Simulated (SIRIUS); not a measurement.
# Mo (Im-3m) in SIRIUS: notebook

Runs on Mo. Level: BLYP. Tasks: equation of state.

Program: SIRIUS 7.12.0. These are calculated values, not measurements. Logs are shortened: lines on timing, memory, paths and dates and some standing lists are left out, and cuts for length are marked. The log counts tension as positive stress, the text compression.

### Step 1. Starting point

It takes space group Im-3m (No. 229, cubic). Conventional cell: a = 3.168 Å, b = 3.168 Å, c = 3.168 Å, α = 90.00°, β = 90.00°, γ = 90.00°. Mo (site symmetry m-3m) has 8 Mo at 2.74 Å as nearest neighbours.

### Step 2. Equation of state, BLYP, 14.94 Å³/atom (volume scaled by 0.94)

Contents of sirius.json:

```json
{
  "control": {
    "processing_unit": "cpu",
    "std_evp_solver_name": "lapack",
    "gen_evp_solver_name": "lapack",
    "verbosity": 2,
    "print_forces": false,
    "ortho_rf": true,
    "use_second_variation": true,
    "rmt_max": 3.0,
    "num_bands_to_print": 15,
    "save_wf": true
  },
  "parameters": {
    "electronic_structure_method": "full_potential_lapwlo",
    "xc_functionals": ["XC_GGA_X_B88", "XC_GGA_C_LYP"],
    "core_relativity": "dirac",
    "valence_relativity": "iora",
    "num_fv_states": 15,
    "smearing": "fermi_dirac",
    "smearing_width": 0.0018374661,
    "pw_cutoff": 20,
    "gk_cutoff": 3.52,
    "lmax_apw": 10,
    "lmax_rho": 8,
    "lmax_pot": 8,
    "num_mag_dims": 0,
    "auto_rmt": 0,
    "ngridk": [12, 12, 12],
    "shiftk": [0, 0, 0],
    "num_dft_iter": 80,
    "energy_tol": 1e-07,
    "density_tol": 1e-05,
    "use_symmetry": true
  },
  "settings": {"tol_ne": 1e-10},
  "iterative_solver": {"type": "exact"},
  "mixer": {"type": "anderson", "beta": 0.5, "max_history": 8},
  "unit_cell": {
    "lattice_vectors": [
      [-2.9318671245, 2.9318671245, 2.9318671245],
      [2.9318671245, -2.9318671245, 2.9318671245],
      [2.9318671245, 2.9318671245, -2.9318671245]
    ],
    "atom_types": ["Mo"],
    "atom_files": {"Mo": "Mo.json"},
    "atoms": {"Mo": [[0.0, 0.0, 0.0]]}
  }
}
```

Contents of Mo.json:

```json
{
  "name": "molybdenum",
  "symbol": "Mo",
  "number": 42,
  "mass": 95.96,
  "rmin": 1e-06,
  "rmt": 2.5,
  "nrmt": 800,
  "rinf": 17.03,
  "core": "1s2s2p3s3p3d",
  "valence": [
    {"basis": [{"enu": 0.28, "dme": 0, "n": 0, "auto": 0}, {"enu": 0.28, "dme": 1, "n": 0, "auto": 0}]},
    {"l": 0, "n": 1, "basis": [{"enu": 0.38, "dme": 0, "n": 0, "auto": 0}]},
    {"l": 1, "n": 2, "basis": [{"enu": 0.38, "dme": 0, "n": 0, "auto": 0}]},
    {"l": 2, "n": 3, "basis": [{"enu": 0.38, "dme": 0, "n": 0, "auto": 0}]},
    {"l": 3, "n": 4, "basis": [{"enu": 0.38, "dme": 0, "n": 0, "auto": 0}]}
  ],
  "lo": [
    {"l": 0, "basis": [{"enu": 0.38, "dme": 0, "n": 0, "auto": 0}, {"enu": 0.38, "dme": 1, "n": 0, "auto": 0}]},
    {
      "l": 0,
      "basis": [{"enu": -1.8359, "dme": 0, "n": 4, "auto": 1}, {"enu": -1.8359, "dme": 1, "n": 4, "auto": 1}]
    },
    {
      "l": 0,
      "basis": [{"enu": -1.8359, "dme": 1, "n": 4, "auto": 1}, {"enu": 0.38, "dme": 0, "n": 0, "auto": 0}]
    },
    {"l": 0, "basis": [{"enu": 0.38, "dme": 0, "n": 0, "auto": 0}, {"enu": 2.94, "dme": 0, "n": 0, "auto": 0}]},
    {"l": 1, "basis": [{"enu": 0.38, "dme": 0, "n": 0, "auto": 0}, {"enu": 0.38, "dme": 1, "n": 0, "auto": 0}]},
    {
      "l": 1,
      "basis": [{"enu": -0.8913, "dme": 0, "n": 4, "auto": 1}, {"enu": -0.8913, "dme": 1, "n": 4, "auto": 1}]
    },
    {
      "l": 1,
      "basis": [{"enu": -0.8913, "dme": 1, "n": 4, "auto": 1}, {"enu": 0.38, "dme": 0, "n": 0, "auto": 0}]
    },
    {"l": 1, "basis": [{"enu": 0.38, "dme": 0, "n": 0, "auto": 0}, {"enu": 3.324, "dme": 0, "n": 0, "auto": 0}]},
    {"l": 2, "basis": [{"enu": 0.38, "dme": 0, "n": 0, "auto": 0}, {"enu": 0.38, "dme": 1, "n": 0, "auto": 0}]},
    {"l": 2, "basis": [{"enu": 0.38, "dme": 1, "n": 0, "auto": 0}, {"enu": 0.38, "dme": 2, "n": 0, "auto": 0}]},
    {"l": 2, "basis": [{"enu": 0.38, "dme": 0, "n": 0, "auto": 0}, {"enu": 2.876, "dme": 0, "n": 0, "auto": 0}]},
    {"l": 3, "basis": [{"enu": 0.38, "dme": 0, "n": 0, "auto": 0}, {"enu": 0.38, "dme": 1, "n": 0, "auto": 0}]},
    {"l": 3, "basis": [{"enu": 0.38, "dme": 0, "n": 0, "auto": 0}, {"enu": 3.164, "dme": 0, "n": 0, "auto": 0}]}
  ],
  "free_atom": [... radial grid and density of the free atom, the start of the SCF ...]
}
```

Contents of sirius_start.json:

```json
{
  "control": {
    "processing_unit": "cpu",
    "std_evp_solver_name": "lapack",
    "gen_evp_solver_name": "lapack",
    "verbosity": 1,
    "print_forces": false,
    "ortho_rf": true,
    "use_second_variation": true,
    "rmt_max": 3.0,
    "num_bands_to_print": 15,
    "save_wf": false
  },
  "parameters": {
    "electronic_structure_method": "full_potential_lapwlo",
    "xc_functionals": ["XC_LDA_X", "XC_LDA_C_PW"],
    "core_relativity": "dirac",
    "valence_relativity": "iora",
    "num_fv_states": 15,
    "smearing": "fermi_dirac",
    "smearing_width": 0.0055123983,
    "pw_cutoff": 20,
    "gk_cutoff": 2.82,
    "lmax_apw": 10,
    "lmax_rho": 8,
    "lmax_pot": 8,
    "num_mag_dims": 0,
    "auto_rmt": 0,
    "ngridk": [5, 5, 5],
    "shiftk": [0, 0, 0],
    "num_dft_iter": 30,
    "energy_tol": 0.01,
    "density_tol": 0.05,
    "use_symmetry": true
  },
  "settings": {"tol_ne": 1e-10},
  "iterative_solver": {"type": "exact"},
  "mixer": {"type": "anderson", "beta": 0.5, "max_history": 8},
  "unit_cell": {
    "lattice_vectors": [
      [-2.9318671245, 2.9318671245, 2.9318671245],
      [2.9318671245, -2.9318671245, 2.9318671245],
      [2.9318671245, 2.9318671245, -2.9318671245]
    ],
    "atom_types": ["Mo"],
    "atom_files": {"Mo": "Mo.json"},
    "atoms": {"Mo": [[0.0, 0.0, 0.0]]}
  }
}
```

Potentials or basis: all-electron FP-LAPW, apw+lo standard.

Started as:

```console
> OMP_NUM_THREADS=1 sirius.scf --input=sirius_start.json --output=start.json
> OMP_NUM_THREADS=1 sirius.scf --input=sirius.json --output=output.json --task=1
```

Output:

```text
[info] SIRIUS version : 7.12.0
[info] number of MPI ranks           : 1
[info] MPI grid                      : 1 1
[info] maximum number of OMP threads : 1
[fft] FFT context for density and potential
[fft] =====================================
[fft]   plane wave cutoff                     : 20
[fft]   grid size                             : 36 36 36   total : 46656
[fft]   grid limits                           : -17 18   -17 18   -17 18
[fft]   number of G-vectors within the cutoff : 13571
[fft]   number of G-shells                    : 375
[fft] FFT context for coarse grid
[fft] =====================================
[fft]   plane wave cutoff                     : 7.04
[fft]   grid size                             : 15 15 15   total : 3375
[fft]   grid limits                           : -7 7   -7 7   -7 7
[fft]   number of G-vectors within the cutoff : 603
[fft]   number of G-shells                    : 26
[unit cell] lattice vectors
[unit cell]   a1 :      -2.9318671245      2.9318671245      2.9318671245
[unit cell]   a2 :       2.9318671245     -2.9318671245      2.9318671245
[unit cell]   a3 :       2.9318671245      2.9318671245     -2.9318671245
[unit cell] reciprocal lattice vectors
[unit cell]   b1 :       0.0000000000      1.0715330948      1.0715330948
[unit cell]   b2 :       1.0715330948      0.0000000000      1.0715330948
[unit cell]   b3 :       1.0715330948      1.0715330948      0.0000000000
[unit cell] unit cell volume :       100.80749952 [a.u.^3]
[unit cell] 1/sqrt(omega)    :         0.09959868
[unit cell] MT volume        :        65.44984695 (64.93%)
[unit cell] IT volume        :        35.35765257 (35.07%)
[unit cell] number of atom types : 1
[unit cell] type id : 0 symbol : Mo mt_radius :   2.500000 num_atoms : 1
[unit cell] total number of atoms : 1
[unit cell] number of symmetry classes : 1
[unit cell] atom id  type id  class id             position                      vector_field
[unit cell] ------------------------------------------------------------------------------------------
[unit cell]      0        0        0      0.00000   0.00000   0.00000      0.00000   0.00000   0.00000
[unit cell] atom id         position (Cartesian, a.u.)
[unit cell] ---------------------------------------------
[unit cell]      0       0.000000    0.000000    0.000000
[unit cell] class id : 0 atom id : 0
[unit cell] minimum bond length:     5.078143
[sym] space group number   : 229
[sym] international symbol : Im-3m
[sym] Hall symbol          : -I 4 2 3
[sym] space group transformation matrix :
[sym]  -0.5000  0.5000  0.5000
[sym]   0.5000 -0.5000  0.5000
[sym]   0.5000  0.5000 -0.5000
[sym] space group origin shift :
[sym]   0.0000  0.0000  0.0000
[sym] number of space group operations  : 48
[... 280 lines left out ...]
[find] SCF correction                 :       1.44364430
[find] Total energy                   :   -4050.06760588 (Ha),   -8100.13521175 (Ry)
[find] Free energy (E-TS)             :   -4050.06769381 (Ha),   -8100.13538762 (Ry)
[find] band gap (eV)                  :       0.00000000
[find] Efermi                         :       0.47709795
[find] iteration : 0, RMS (target) : 2.7339e-01 (1.0000e-05) , energy difference (target) : -4.0501e+03 (1.0000e-07)
[find] +------------------------------+
[find] | SCF iteration   1 out of  80|
[find] +------------------------------+
[generate_radial_functions] Linearization energies
[generate_radial_functions] Atom : Mo, class id : 0
[generate_radial_functions] augmented waves
[generate_radial_functions] local orbitals
[generate_radial_functions] {l: 0, n: 4, enu: -1.74546, dme: 0, auto: 1}
[generate_radial_functions] {l: 0, n: 4, enu: -1.74546, dme: 1, auto: 1}
[generate_radial_functions] {l: 0, n: 4, enu: -1.74546, dme: 1, auto: 1}
[generate_radial_functions] {l: 1, n: 4, enu: -0.790116, dme: 0, auto: 1}
[generate_radial_functions] {l: 1, n: 4, enu: -0.790116, dme: 1, auto: 1}
[generate_radial_functions] {l: 1, n: 4, enu: -0.790116, dme: 1, auto: 1}
[diagonalize] Lowest band energies
[diagonalize] ik:    0   -1.756941   -0.769955   -0.769955   -0.769955    0.232275    0.441551    0.441551    0.441551    0.560506    0.560506    1.045648    1.045648    1.045648    1.502290    1.502290
[diagonalize] ik:    1   -1.756182   -0.774211   -0.771262   -0.769989    0.244016    0.434970    0.440464    0.452768    0.551140    0.560665    1.054314    1.065234    1.069040    1.418950    1.465717
[diagonalize] ik:    2   -1.754095   -0.785595   -0.774796   -0.770079    0.274434    0.418297    0.435786    0.485350    0.537966    0.562136    1.067834    1.113594    1.120637    1.337290    1.405890
[diagonalize] ik:    3   -1.751210   -0.800607   -0.779532   -0.770211    0.304362    0.397932    0.439213    0.535854    0.539484    0.566505    1.050990    1.112338    1.203711    1.329701    1.401549
[diagonalize] ik:    4   -1.748284   -0.815068   -0.784160   -0.770348    0.308216    0.379756    0.478139    0.552534    0.574099    0.597255    1.003684    1.050566    1.291363    1.305230    1.399059
[diagonalize] ...
[diagonalize] ik:   67   -1.739261   -0.815324   -0.805282   -0.800983    0.312786    0.325292    0.535974    0.555357    0.657548    0.829445    0.890483    0.962166    1.229323    1.249848    1.391401
[diagonalize] ik:   68   -1.738786   -0.812925   -0.808970   -0.802071    0.308366    0.314897    0.542296    0.600361    0.639149    0.827886    0.914188    0.920883    1.240310    1.267058    1.351424
[diagonalize] ik:   69   -1.738328   -0.810661   -0.807761   -0.807761    0.299545    0.307667    0.597706    0.597706    0.630312    0.792789    0.925757    0.925757    1.227342    1.282902    1.344086
[diagonalize] ik:   70   -1.737758   -0.811833   -0.809142   -0.808010    0.294357    0.296862    0.609777    0.617908    0.652326    0.844328    0.863815    0.888457    1.271757    1.280434    1.300979
[diagonalize] ik:   71   -1.737205   -0.810532   -0.810532   -0.810532    0.287201    0.287201    0.650484    0.650484    0.650484    0.847738    0.847738    0.847738    1.254984    1.297286    1.297286
[generate_core_charge_density] atom class : 0
[generate_core_charge_density]   n,l,k : 1 0 1  energy :        -727.67049837
[generate_core_charge_density]   n,l,k : 2 0 1  energy :        -102.22764440
[generate_core_charge_density]   n,l,k : 2 1 1  energy :         -94.00733156
[generate_core_charge_density]   n,l,k : 2 1 2  energy :         -90.08851539
[generate_core_charge_density]   n,l,k : 3 0 1  energy :         -16.87852142
[generate_core_charge_density]   n,l,k : 3 1 1  energy :         -13.75119130
[generate_core_charge_density]   n,l,k : 3 1 2  energy :         -13.10597343
[generate_core_charge_density]   n,l,k : 3 2 2  energy :          -7.57437647
[generate_core_charge_density]   n,l,k : 3 2 3  energy :          -7.45218887
[find] Total energy                   :   -4050.06766591 (Ha),   -8100.13533182 (Ry)
[find] iteration : 1, RMS (target) : 1.3032e-01 (1.0000e-05) , energy difference (target) : -6.0032e-05 (1.0000e-07)
[find] Total energy                   :   -4050.06766061 (Ha),   -8100.13532123 (Ry)
[find] iteration : 2, RMS (target) : 6.4322e-03 (1.0000e-05) , energy difference (target) : 5.2955e-06 (1.0000e-07)
[find] Total energy                   :   -4050.06766314 (Ha),   -8100.13532628 (Ry)
[find] iteration : 3, RMS (target) : 1.3365e-03 (1.0000e-05) , energy difference (target) : -2.5298e-06 (1.0000e-07)
[find] Total energy                   :   -4050.06766452 (Ha),   -8100.13532905 (Ry)
[find] iteration : 4, RMS (target) : 1.9357e-04 (1.0000e-05) , energy difference (target) : -1.3811e-06 (1.0000e-07)
[... 12 lines left out ...]
[find] valence_eval_sum               :      -5.70744519
[find] core_eval_sum                  :   -2396.30400747
[find] kinetic energy                 :    4199.40577412
[find] enuc                           :   -4905.19965365
[find] <rho|V^{XC}>                   :    -161.75992308
[find] <rho|E^{XC}>                   :    -124.44516451
[find] <mag|B^{XC}>                   :       0.00000000
[find] <rho|V^{H}>                    :   -6439.65730369
[find] smearing (-TS)                 :      -0.00008385
[find] SCF correction                 :       0.00003138
[find] Total energy                   :   -4050.06766451 (Ha),   -8100.13532902 (Ry)
[find] Free energy (E-TS)             :   -4050.06774836 (Ha),   -8100.13549672 (Ry)
[find] band gap (eV)                  :       0.00000000
[find] Efermi                         :       0.51231117
[find] iteration : 6, RMS (target) : 7.9030e-07 (1.0000e-05) , energy difference (target) : -6.1386e-09 (1.0000e-07)
[find] converged after 7 SCF iterations!
[find] Charges and magnetic moments
[find] --------------------------------------------------------------------------------
[find] atom      charge    core leakage
[find] --------------------------------------------------------------------------------
[find]    0   40.471078    6.923207e-07
[find] total core leakage    : 6.92320696e-07
[find] interstitial charge   : 1.528919
[find] total charge          : 41.999997
[find] Energy
[find] --------------------------------------------------------------------------------
[find] valence_eval_sum               :      -5.70744519
[find] core_eval_sum                  :   -2396.30400747
[find] kinetic energy                 :    4199.40577412
[find] enuc                           :   -4905.19965365
[find] <rho|V^{XC}>                   :    -161.75992308
[find] <rho|E^{XC}>                   :    -124.44516451
[find] <mag|B^{XC}>                   :       0.00000000
[find] <rho|V^{H}>                    :   -6439.65730369
[find] smearing (-TS)                 :      -0.00008385
[find] SCF correction                 :       0.00003138
[find] Total energy                   :   -4050.06766451 (Ha),   -8100.13532902 (Ry)
[find] Free energy (E-TS)             :   -4050.06774836 (Ha),   -8100.13549672 (Ry)
[find] band gap (eV)                  :       0.00000000
[find] Efermi                         :       0.51231117
```

Wall time 24 s (1 thread of Arm Neoverse V1, shared host); peak memory 0.29 GiB.

What came out:

- Free energy: -110207.9578 eV
- Band gap on the k mesh: none (metal or under the smearing width)
- All electrons inside the program's atomic spheres: Mo 40.47 (radii Mo 2.5 bohr)

### Step 3. Equation of state, BLYP, 15.26 Å³/atom (volume scaled by 0.96)

Edit sirius.json of step 2 so:

```diff
@@ -40,5 +40,5 @@
     "lattice_vectors": [
-      [-2.9318671245, 2.9318671245, 2.9318671245],
-      [2.9318671245, -2.9318671245, 2.9318671245],
-      [2.9318671245, 2.9318671245, -2.9318671245]
+      [-2.9525147565, 2.9525147565, 2.9525147565],
+      [2.9525147565, -2.9525147565, 2.9525147565],
+      [2.9525147565, 2.9525147565, -2.9525147565]
     ],
```

Contents of Mo.json:

```json
{
  "name": "molybdenum",
  "symbol": "Mo",
  "number": 42,
  "mass": 95.96,
  "rmin": 1e-06,
  "rmt": 2.5,
  "nrmt": 800,
  "rinf": 17.03,
  "core": "1s2s2p3s3p3d",
  "valence": [
    {"basis": [{"enu": 0.27, "dme": 0, "n": 0, "auto": 0}, {"enu": 0.27, "dme": 1, "n": 0, "auto": 0}]},
    {"l": 0, "n": 1, "basis": [{"enu": 0.37, "dme": 0, "n": 0, "auto": 0}]},
    {"l": 1, "n": 2, "basis": [{"enu": 0.37, "dme": 0, "n": 0, "auto": 0}]},
    {"l": 2, "n": 3, "basis": [{"enu": 0.37, "dme": 0, "n": 0, "auto": 0}]},
    {"l": 3, "n": 4, "basis": [{"enu": 0.37, "dme": 0, "n": 0, "auto": 0}]}
  ],
  "lo": [
    {"l": 0, "basis": [{"enu": 0.37, "dme": 0, "n": 0, "auto": 0}, {"enu": 0.37, "dme": 1, "n": 0, "auto": 0}]},
    {
      "l": 0,
      "basis": [{"enu": -1.8459, "dme": 0, "n": 4, "auto": 1}, {"enu": -1.8459, "dme": 1, "n": 4, "auto": 1}]
    },
    {
      "l": 0,
      "basis": [{"enu": -1.8459, "dme": 1, "n": 4, "auto": 1}, {"enu": 0.37, "dme": 0, "n": 0, "auto": 0}]
    },
    {"l": 0, "basis": [{"enu": 0.37, "dme": 0, "n": 0, "auto": 0}, {"enu": 2.93, "dme": 0, "n": 0, "auto": 0}]},
    {"l": 1, "basis": [{"enu": 0.37, "dme": 0, "n": 0, "auto": 0}, {"enu": 0.37, "dme": 1, "n": 0, "auto": 0}]},
    {
      "l": 1,
      "basis": [{"enu": -0.9013, "dme": 0, "n": 4, "auto": 1}, {"enu": -0.9013, "dme": 1, "n": 4, "auto": 1}]
    },
    {
      "l": 1,
      "basis": [{"enu": -0.9013, "dme": 1, "n": 4, "auto": 1}, {"enu": 0.37, "dme": 0, "n": 0, "auto": 0}]
    },
    {"l": 1, "basis": [{"enu": 0.37, "dme": 0, "n": 0, "auto": 0}, {"enu": 3.314, "dme": 0, "n": 0, "auto": 0}]},
    {"l": 2, "basis": [{"enu": 0.37, "dme": 0, "n": 0, "auto": 0}, {"enu": 0.37, "dme": 1, "n": 0, "auto": 0}]},
    {"l": 2, "basis": [{"enu": 0.37, "dme": 1, "n": 0, "auto": 0}, {"enu": 0.37, "dme": 2, "n": 0, "auto": 0}]},
    {"l": 2, "basis": [{"enu": 0.37, "dme": 0, "n": 0, "auto": 0}, {"enu": 2.866, "dme": 0, "n": 0, "auto": 0}]},
    {"l": 3, "basis": [{"enu": 0.37, "dme": 0, "n": 0, "auto": 0}, {"enu": 0.37, "dme": 1, "n": 0, "auto": 0}]},
    {"l": 3, "basis": [{"enu": 0.37, "dme": 0, "n": 0, "auto": 0}, {"enu": 3.154, "dme": 0, "n": 0, "auto": 0}]}
  ],
  "free_atom": [... radial grid and density of the free atom, the start of the SCF ...]
}
```

Edit sirius_start.json of step 2 so:

```diff
@@ -40,5 +40,5 @@
     "lattice_vectors": [
-      [-2.9318671245, 2.9318671245, 2.9318671245],
-      [2.9318671245, -2.9318671245, 2.9318671245],
-      [2.9318671245, 2.9318671245, -2.9318671245]
+      [-2.9525147565, 2.9525147565, 2.9525147565],
+      [2.9525147565, -2.9525147565, 2.9525147565],
+      [2.9525147565, 2.9525147565, -2.9525147565]
     ],
```

Potentials or basis: all-electron FP-LAPW, apw+lo standard.

Started as:

```console
> OMP_NUM_THREADS=1 sirius.scf --input=sirius_start.json --output=start.json
> OMP_NUM_THREADS=1 sirius.scf --input=sirius.json --output=output.json --task=1
```

Wall time 24 s (1 thread of Arm Neoverse V1, shared host); peak memory 0.29 GiB.

Results (log left out):

- Free energy: -110208.0041 eV
- Band gap on the k mesh: none (metal or under the smearing width)
- All electrons inside the program's atomic spheres: Mo 40.42 (radii Mo 2.5 bohr)

(Continued in part 2 of 3.)
